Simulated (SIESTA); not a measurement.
Crystal: ZnS (Wurtzite-6H).

```
Zn S
1.0
     3.81200    0.00000    0.00000
    -1.90600    3.30129    0.00000
     0.00000    0.00000   18.68999
Zn S
6 6
Cartesian
  0.0000 2.2009 15.5749
  1.9060 1.1004 6.2299
  1.9060 1.1004 12.4601
  0.0000 2.2009 3.1151
  0.0000 0.0000 9.3450
  0.0000 0.0000 0.0000
  0.0000 2.2009 17.9112
  1.9060 1.1004 8.5662
  1.9060 1.1004 14.7963
  0.0000 2.2009 5.4513
  0.0000 0.0000 11.6812
  0.0000 0.0000 2.3362
```

Base run:

* Program: SIESTA 5.4.2
* Functional: PBE
* Potentials or basis: PseudoDojo 0.4 standard (PBE files)
* Basis: TZP (energy shift 0.01 Ry)
* Grid cutoff: 800 Ry
* Energy shift: 0.01 Ry
* k mesh: 8 × 8 × 2
* Occupations: fermi-dirac, width 0.05 eV
* Spin: no spin polarisation

Its results: band gap on the k mesh 2.41 eV, direct; pressure 0.4 GPa; largest force 0.036 eV/Å.

Question: The run is repeated on the same cell with these changes: basis from TZP (energy shift 0.01 Ry) to DZP (energy shift 0.01 Ry). What comes out?

Answer: Band gap on the k mesh 2.54 eV, direct; pressure 0.6 GPa; largest force 0.035 eV/Å.

Caveats: semicore shells carry a single zeta, which can move pressures by several GPa and volumes by a few percent; the valence orbitals were made in a potential fitted to the semicore shell under them, which widens gaps by tenths of an eV or more; the cell's inner coordinates are idealised or old, which leaves forces on the atoms; the basis of atomic orbitals isn't converged, which shifts pressures, moduli and gaps.
